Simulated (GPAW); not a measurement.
TiCo in GPAW: the effect of functional

TiCo:

```xyz
2
Lattice="2.9861 0.0000 0.0000 0.0000 2.9861 0.0000 0.0000 0.0000 2.9861" Properties=species:S:1:pos:R:3 pbc="T T T"
Co    1.4931    1.4931    1.4931
Ti    0.0000    0.0000    0.0000
```

The cell comes from a database or a generator and needn't be the stable form of this composition.

Alike in all runs:

```yaml
Program: GPAW 26.7.0
Task: hyperfine couplings
Cutoff: 510 eV
Basis: pw
k_mesh: 9 × 9 × 9
Occupations: fermi-dirac, width 0.05 eV
Spin: collinear spin, ferromagnetic start
Starting_moments: "[2.0, 1.0] μB"
```

```tsv
functional	potentials or basis	pressure (GPa)	moment (μB)
LDA	the program's PAW data sets (release 1.2.1) made for this functional	?	?
PBEsol	PAW data sets generated in the run's folder for this functional	-10.4	0.71
PBE	GPAW PAW data sets (gpaw-data 1.2.1)	-2.9	0.82
RPBE	the program's PAW data sets (release 1.2.1) made for this functional	1.7	0.84
AM05	PAW data sets generated in the run's folder for this functional	-11.1	0.59
WC	PAW data sets generated in the run's folder for this functional	-9.7	0.75
revPBE	the program's PAW data sets (release 1.2.1) made for this functional	0.4	0.84
BLYP	PAW data sets generated in the run's folder for this functional	2.2	0.78
```

Task: What does the run with functional LDA give?

Result: Pressure -17.0 GPa; moment 0.48 μB.

Caveats: the cutoff is short for stress and forces, so pressures can be off by a GPa or more; the dipolar part lacks the spin inside other atoms' spheres.
